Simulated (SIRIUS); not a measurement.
Runs of SIRIUS 7.12.0 on MnS. It takes space group Fm-3m (No. 225, cubic). Conventional cell: a = 5.209 Å, b = 5.209 Å, c = 5.209 Å, α = 90.00°, β = 90.00°, γ = 90.00°. Mn (site symmetry m-3m) is surrounded by 6 S at 2.60 Å. Around S (site symmetry m-3m) lie 6 Mn at 2.60 Å. 

| task | level | potentials or basis | spin | smearing | second variation | valence relativity | local orbitals (radial functions) | reference energy of the basis | coordinate units | moment (μB) |
| --- | --- | --- | --- | --- | --- | --- | --- | --- | --- | --- |
| band structure | revPBE | all-electron FP-LAPW, apw+lo rich | collinear, random start | gaussian 0.05 eV | no | iora | Mn 22, S 20 | 0.23 Ha | scaled | 4.76 |
| band structure | PBE | all-electron FP-LAPW (no relativity for the valence, core without relativity), apw+lo standard | collinear, ferromagnetic start | fermi-dirac 0.05 eV | - | none | Mn 13, S 11 | 0.21 Ha | - | 4.69 |
| single point | PBEsol | all-electron FP-LAPW, apw+lo standard | collinear, ferromagnetic start | fermi-dirac 0.05 eV | - | iora | Mn 13, S 11 | 0.22 Ha | - | (a) |
| band structure | PBE | all-electron FP-LAPW, apw+lo standard | non-collinear, ferromagnetic start, SOC | fermi-dirac 0.05 eV | - | iora | Mn 13, S 11 | 0.22 Ha | - | 4.70 |
| band structure | PBE | all-electron FP-LAPW (ZORA valence), apw+lo standard | collinear, ferromagnetic start | fermi-dirac 0.05 eV | - | zora | Mn 13, S 11 | 0.22 Ha | - | 4.69 |
| band structure | PBE | all-electron FP-LAPW (Koelling-Harmon valence), apw+lo standard | collinear, ferromagnetic start | fermi-dirac 0.05 eV | - | koelling_harmon | Mn 13, S 11 | 0.22 Ha | - | 4.69 |

Alike in all rows: cell as given; k mesh 9 × 9 × 9; cutoff (eV) 183.

Q: Estimate the missing entries.

A: (a) 4.67.

Caveats: a cell with one magnetic atom can't hold antiferromagnetic order, which such compounds often take; relativity is left out for the core states (some runs); spin-orbit coupling enters by second variation, whose total energy isn't converged in the number of states and isn't listed, and the forces lack its term (some runs).

Not every run made on this cell is shown here.
